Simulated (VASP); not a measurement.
Set up this calculation in VASP 6.6.1, as the native input.

```yaml
Task: single point
Functional: PBEsol
Potentials_or_basis: VASP PAW PBE potentials, release 64 (Ba_sv)
Cutoff: 520 eV
k_mesh: 12 × 12 × 12
Occupations: gaussian, width 0.1 eV
Spin: no spin polarisation
Further_INCAR_settings: ALGO = Normal; EDIFF = 1e-06
```

The structure of Ba lies in POSCAR:

```
Ba
1.0
   -2.5125000000      2.5125000000      2.5125000000
    2.5125000000     -2.5125000000      2.5125000000
    2.5125000000      2.5125000000     -2.5125000000
Ba
1
Direct
    0.0000000000      0.0000000000      0.0000000000
```

The input as run:

INCAR

```
  ALGO = Normal
  EDIFF = 1E-6
  ENCUT = 520
  GGA = PS
  ISIF = 2
  ISMEAR = 0
  LASPH = True
  LCHARG = True
  LELF = True
  LREAL = False
  LVHAR = True
  LWAVE = False
  NELM = 60
  PREC = Accurate
  SIGMA = 0.1
```

KPOINTS

```
k-points
0
Gamma
  12 12 12
```

Potentials or basis: VASP PAW PBE potentials, release 64 (Ba_sv).

Run with:

```sh
$ cat potpaw_PBE.64/Ba_sv/POTCAR > POTCAR
$ mpirun -np 1 vasp_std > vasp.out
```

Results of the run:

```json
{"Pressure": "-0.7 GPa", "Band gap on the k mesh": "none (metal or under the smearing width)"}
```

Caveat: the PAW data sets were made with another functional, which shifts forces and pressure a little.

It took 15 s on 1 thread of AMD EPYC 9R45 (Zen 5) (shared host), peak memory 0.16 GiB.
